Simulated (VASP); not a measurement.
# Al₂Cu: intraband terms of a metal's spectrum

Al₂Cu, P4/mmm (no. 123), 3 atoms in the cell. PBE, independent-particle dielectric function; PAW potentials Cu, Al (PBE set).

## Input

INCAR.step1:
```
PREC = Accurate
ENCUT = 340
ISMEAR = 1
SIGMA = 0.1
EDIFF = 1E-7
LASPH = True
KPAR = 4
LWAVE = False
LCHARG = True
LMAXMIX = 4
```

INCAR.step2:
```
PREC = Accurate
ENCUT = 340
ISMEAR = 0
SIGMA = 0.3
EDIFF = 1E-6
LASPH = True
KPAR = 4
LWAVE = True
LCHARG = False
LMAXMIX = 4
ICHARG = 11
NBANDS = 30
NEDOS = 3000
OMEGAMAX = 30
CSHIFT = 0.1
```

INCAR.step3, as INCAR.step2 but for:
```
- LWAVE = True
+ LWAVE = False
+ LOPTICS = True
+ ALGO = None
+ NELM = 1
+ ISTART = 1
```

INCAR.step4, as INCAR.step3 but for:
```
+ WPLASMAI = 0.03
```

INCAR.step5 to INCAR.step6 change the same tag again: WPLASMAI = 0.1, 0.3.

INCAR.step7, as INCAR.step6 but for:
```
- WPLASMAI = 0.3
+ RTIME = 1
```

INCAR.step8, as INCAR.step7 but for:
```
- RTIME = 1
+ RTIME = 40
```

INCAR.step9, as INCAR.step8 but for:
```
- RTIME = 40
+ LNABLA = True
```

INCAR.step10, as INCAR.step9 but for:
```
- ISMEAR = 0
- LNABLA = True
+ ISMEAR = -5
```

KPOINTS.step1:
```
k-points
0
Gamma
  7 7 9
```

KPOINTS.step2:
```
k-points
0
Gamma
  7 7 10
```

POSCAR:
```
Al2Cu
1.0
    4.1051820000      0.0000000000      0.0000000000
    0.0000000000      4.1051820000      0.0000000000
    0.0000000000      0.0000000000      2.8913130000
Cu Al
1 2
Direct
    0.0000000000      0.0000000000      0.0000000000
    0.0000000000      0.5000000000      0.5000000000
    0.5000000000      0.0000000000      0.5000000000
```

Commands (each step's output is kept before the next begins):
```
cat potpaw_PBE.64/Cu/POTCAR potpaw_PBE.64/Al/POTCAR > POTCAR
cp INCAR.step1 INCAR
cp KPOINTS.step1 KPOINTS
mpirun -np 4 vasp_std > vasp.out
cp INCAR.step2 INCAR
cp KPOINTS.step2 KPOINTS
mpirun -np 4 vasp_std > vasp.out
cp INCAR.step3 INCAR
mpirun -np 4 vasp_std > vasp.out
cp INCAR.step4 INCAR
mpirun -np 4 vasp_std > vasp.out
cp INCAR.step5 INCAR
mpirun -np 4 vasp_std > vasp.out
cp INCAR.step6 INCAR
mpirun -np 4 vasp_std > vasp.out
cp INCAR.step7 INCAR
mpirun -np 4 vasp_std > vasp.out
cp INCAR.step8 INCAR
mpirun -np 4 vasp_std > vasp.out
cp INCAR.step9 INCAR
mpirun -np 4 vasp_std > vasp.out
cp INCAR.step10 INCAR
mpirun -np 4 vasp_std > vasp.out
```

## Result

- Bands: 30

One ground state, settings moved in the last step alone:

| Settings | Plasma frequency (eV) | Im ε at 0.5 eV | Im ε at 1 eV | Im ε at 2 eV | Im ε at 4 eV | Time (s) |
|---|---|---|---|---|---|---|
| interband part alone | 8.12 | 21.2 | 28.8 | 32.7 | 3.4 | 9 |
| Drude term, WPLASMAI 0.03 | 8.12 | 37.0 | 30.8 | 33.0 | 3.4 | 9 |
| Drude term, WPLASMAI 0.1 | 8.12 | 72.0 | 35.4 | 33.6 | 3.5 | 10 |
| Drude term, WPLASMAI 0.3 | 8.12 | 137.7 | 47.0 | 35.2 | 3.7 | 10 |
| relaxation time RTIME 1 fs | 8.12 | 148.4 | 59.1 | 37.6 | 4.1 | 8 |
| relaxation time RTIME 40 fs | 8.12 | 29.9 | 29.9 | 32.9 | 3.4 | 9 |
| transversal form (LNABLA) | 8.56 | 23.3 | 31.6 | 35.8 | 3.7 | 10 |
| tetrahedron method | – | – | – | – | – | no result |

VASP 6.6.1 took 90 s on 4 cores (Intel Xeon Platinum 8259CL @ 2.50GHz (Skylake/Cascade Lake)), a shared host.
